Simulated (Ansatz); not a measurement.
Runs of Ansatz 0.2.0 on Ag. The structure is cubic, space group Im-3m (No. 229). The conventional cell has a = 3.311 Å, b = 3.311 Å, c = 3.311 Å, α = 90.00°, β = 90.00°, γ = 90.00°. Ag (site symmetry m-3m) is surrounded by 8 Ag at 2.87 Å. This isn't the form of Ag at room conditions, which is fcc.

```csv
level,gap on the mesh (eV),pressure (GPa),relaxed volume (Å³/atom)
PBEsol+D3(BJ),none,0.0,(a)
PBEsol+D4,none,0.0,16.37
PBEsol+D3(BJ)-ATM,none,0.0,16.22
PBEsol,none,0.0,16.79
```

Alike in all rows: task relaxation of cell and atoms; potentials or basis Ansatz PAW; no spin polarisation; cell relaxed; k mesh 11 × 11 × 11; cutoff (eV) 420; smearing fermi-dirac 0.05 eV.

Question: Estimate the missing entries.

Answer: (a) 16.04.

Caveats: the plane-wave basis is chosen anew once the cell has moved, so the energies of steps on either side of that aren't comparable; the PAW data sets come from PBE, with cores solved anew for the run's functional, which leaves a small shift of forces and pressure; pairwise dispersion overbinds metals, which lowers pressure and volume (some runs).

A k mesh can miss the band edges, and the runs leave out spin-orbit coupling on Ag.

A gap of «none» marks a metal or a gap under the smearing width.
